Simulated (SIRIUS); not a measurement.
W:

```xyz
1
Lattice="-1.5823 1.5823 1.5823 1.5823 -1.5823 1.5823 1.5823 1.5823 -1.5823" Properties=species:S:1:pos:R:3 pbc="T T T"
W     0.0000    0.0000    0.0000
```

Program: SIRIUS 7.12.0. Alike in all runs: task single point; no spin polarisation; cell as given; k mesh 12 × 12 × 12; smearing fermi-dirac 0.05 eV.

**Question.** Order these runs on this cell by their pressure, lowest first.
A. level WC; potentials or basis PseudoDojo 0.4.1 PBE standard (scalar relativistic); cutoff (eV) 1030; libxc names ["XC_GGA_X_WC", "XC_GGA_C_PBE"]; radial cutoff for the potentials' integrals 6.5 bohr; pseudo rcut 6.5 bohr
B. level PBE; potentials or basis SSSP 1.3.0 PBE efficiency; cutoff (eV) 828; libxc names ["XC_GGA_X_PBE", "XC_GGA_C_PBE"]
C. level PBE; potentials or basis GBRV 1.5 PBE (ultrasoft); cutoff (eV) 557; libxc names ["XC_GGA_X_PBE", "XC_GGA_C_PBE"]
D. level RPBE; potentials or basis PseudoDojo 0.4.1 PBE standard (scalar relativistic); cutoff (eV) 1030; libxc names ["XC_GGA_X_RPBE", "XC_GGA_C_PBE"]; radial cutoff for the potentials' integrals 6.5 bohr; pseudo rcut 6.5 bohr
E. level rPW86PBE; potentials or basis PseudoDojo 0.4.1 PBE standard (scalar relativistic); cutoff (eV) 1030; libxc names ["XC_GGA_X_RPW86", "XC_GGA_C_PBE"]; radial cutoff for the potentials' integrals 6.5 bohr; pseudo rcut 6.5 bohr

**Answer.** A (-0.7 GPa), C (2.7 GPa), B (6.1 GPa), D (9.6 GPa), E (15.0 GPa).

Caveats: the potentials were made for another functional, which shifts forces and pressure (some runs).

Not every run made on this cell is shown here.
